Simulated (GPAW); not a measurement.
This GPAW 26.7.0 run on Hf needs a look.

run.py

```python
from ase.dft.bandgap import bandgap
from ase.io import read, write
from gpaw import GPAW, PW

atoms = read('POSCAR')
atoms.set_initial_magnetic_moments([-0.43])

calc = GPAW(mode=PW(120),
            xc='YS-PBE0',
            kpts={'size': (5, 5, 5), 'gamma': True},
            occupations={'name': 'fermi-dirac', 'width': 0.05, 'fixmagmom': True},
            nbands=12,
            convergence={'density': 1e-05, 'energy': 1e-05},
            maxiter=75,
            txt='gpaw.txt')
atoms.calc = calc
energy = atoms.get_potential_energy()
calc.write('gs.gpw')
write('result.traj', atoms)
print(f'Energy: {energy:.6f} eV')
print('Moments:', calc.get_magnetic_moments().round(3))
print('Fermi levels:', calc.get_fermi_levels().round(4), 'eV')
```

The input POSCAR:

```
Hf
1.0
    0.0000000000      2.2200000000      2.2200000000
    2.2200000000      0.0000000000      2.2200000000
    2.2200000000      2.2200000000      0.0000000000
Hf
1
Direct
    0.0000000000      0.0000000000      0.0000000000
```

Potentials or basis: GPAW PAW data sets (gpaw-data 1.2.1), pw.

Launch:

```bash
$ OMP_NUM_THREADS=1 python run.py
```

gpaw.txt:

```text
__  _  _
 | _ |_)|_||  |
 |__||  | ||/\| - 26.7.0

Input parameters:
  mode=PW(ecut=120.0),
  convergence={'density': 1e-05, 'energy': 1e-05},
  kpts=MonkhorstPack(size=(5, 5, 5), gamma=True),
  maxiter=75,
  nbands=12,
  occupations=Occupations(name='fermi-dirac', width=0.05, fixmagmom=True),
  xc=XC(name='YS-PBE0')

Diagonalizing LCAO Hamiltonian
Converting LCAO to pw mode

       Hf

Atoms  # Å, Bohr magnetons
|   | symbol |        x |        y |        z |    initial magnetic moments |
|---|--------|----------|----------|----------|-----------------------------|
| 0 |     Hf | 0.000000 | 0.000000 | 0.000000 | ( 0.0000,  0.0000, -0.4300) |

Unit cell  # Å
| periodic |        x |        y |        z |  lengths |    angles |
|----------|----------|----------|----------|----------|-----------|
|      yes | 0.000000 | 2.220000 | 2.220000 | 3.139554 | 60.000000 |
|      yes | 2.220000 | 0.000000 | 2.220000 | 3.139554 | 60.000000 |
|      yes | 2.220000 | 2.220000 | 0.000000 | 3.139554 | 60.000000 |

[... 126 lines left out ...]
  MSR1-Mixer
  Pratt-step length: 0.05
  Maximum mixing coefficient: 0.75
  Old densities: 10
  SVD Regularization: 0.005
  Good broyden scale: 1.0
  Trust region scale: 1.0
  Backstep threshold: 4.0
  History deletion threshold: 6.0
  Fourier metric: weight=20.0, sigma=0.015

occupation numbers:
  Fixed magnetic moment: -0.430
  Fermi-Dirac:
    width: 0.0500  # eV

poisson solver:
  ecut: 960.0  # eV

xc functional:
  name: GGA_X_SFAT_PBE with 2 nearest neighbor stencil

convergence criteria:
- Maximum integral of absolute [dens]ity change: 1e-05 electrons / valence electron
- Maximum [total energy] change in last 3 cyles: 1e-05 eV / valence electron
- Maximum integral of absolute [eigenst]ate change: 4e-08 eV^2 / valence electron
maximum number of iterations: 75

IBZ(<points: 10, symmetries: 48>)
Occupied bands: 7
SCF iterations
|iter     | |      energy | eigst |  dens |  magmom |
|---------|-|-------------|-------|-------|---------|
|iter:   1| |-2060.732217 | -1.23 |       |  -0.4284|
|iter:   2| |-1541.304851 | -2.43 | -1.24 |  -0.4285|
|iter:   3| |-1541.287895 | -4.34 | -1.25 |  -0.4289|
|iter:   4| |-1541.283912 | -3.78 | -1.38 |  -0.4295|
|iter:   5| |-1541.300671 | -4.02 | -1.72 |  -0.4300|
|iter:   6| |-1541.300605 | -6.10 | -1.82 |  -0.4300|
|iter:   7| |-1541.296615 | -5.40 | -1.83 |  -0.4300|
|iter:   8| |-1541.294138 | -5.47 | -1.88 |  -0.4300|
|iter:   9| |-1541.278754 | -3.82 | -1.89 |  -0.4300|
|iter:  10| |-1541.277895 | -4.78 | -2.26 |  -0.4300|
```

Problem. Diagnose the run.

Solution. The calculation hadn't finished when its time ran out. The input holds a flaw that was put in on purpose: plane-wave cutoff far too low (mode = PW(120)).
